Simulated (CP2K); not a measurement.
The system is BeTe.

```xyz
2
Lattice="3.9174 0.0000 0.0000 1.9587 3.3925 0.0000 1.9587 1.1308 3.1985" Properties=species:S:1:pos:R:3 pbc="T T T"
Te    5.8761    3.3925    2.3989
Be    0.0000    0.0000    0.0000
```

Base run:

```yaml
Program: CP2K 2026.2
Functional: PBE
Potentials_or_basis: POTENTIAL_UZH Te GTH-SCAN-q6, Be GTH-SCAN-q4; DZVP-MOLOPT-SR-GTH basis
Density_cutoff: 11565 eV
k_mesh: 8 × 8 × 8
Occupations: fermi-dirac, width 0.05 eV
Spin: no spin polarisation
```

Its results: band gap on the k mesh 2.54 eV, indirect (least direct gap 3.86 eV); pressure 4.3 GPa.

After a change of settings the same cell gave: band gap on the k mesh 2.65 eV, indirect (least direct gap 3.95 eV); pressure 3.4 GPa. Which change was it?
A. potentials or basis from POTENTIAL_UZH Te GTH-SCAN-q6, Be GTH-SCAN-q4; DZVP-MOLOPT-SR-GTH basis to GTH_POTENTIALS Te GTH-PADE-q6, Be GTH-PADE-q4; DZVP-MOLOPT-SR-GTH basis; potentials from Te GTH-SCAN-q6 of POTENTIAL_UZH, Be GTH-SCAN-q4 of POTENTIAL_UZH to Te GTH-PADE-q6 of GTH_POTENTIALS, Be GTH-PADE-q4 of GTH_POTENTIALS
B. potentials or basis from POTENTIAL_UZH Te GTH-SCAN-q6, Be GTH-SCAN-q4; DZVP-MOLOPT-SR-GTH basis to GTH_POTENTIALS Te GTH-BLYP-q6, Be GTH-BLYP-q4; DZVP-MOLOPT-SR-GTH basis; potentials from Te GTH-SCAN-q6 of POTENTIAL_UZH, Be GTH-SCAN-q4 of POTENTIAL_UZH to Te GTH-BLYP-q6 of GTH_POTENTIALS, Be GTH-BLYP-q4 of GTH_POTENTIALS
C. potentials or basis from POTENTIAL_UZH Te GTH-SCAN-q6, Be GTH-SCAN-q4; DZVP-MOLOPT-SR-GTH basis to GTH_POTENTIALS Te GTH-PBE-q6, Be GTH-PBE-q4; DZVP-MOLOPT-SR-GTH basis; potentials from Te GTH-SCAN-q6 of POTENTIAL_UZH, Be GTH-SCAN-q4 of POTENTIAL_UZH to Te GTH-PBE-q6 of GTH_POTENTIALS, Be GTH-PBE-q4 of GTH_POTENTIALS

A.

Caveats: the potentials were made for another functional, which shifts forces and pressure; spin-orbit coupling is left out, which moves the levels of the heavy elements; the basis of atomic orbitals isn't converged, which shifts pressures, moduli and gaps.
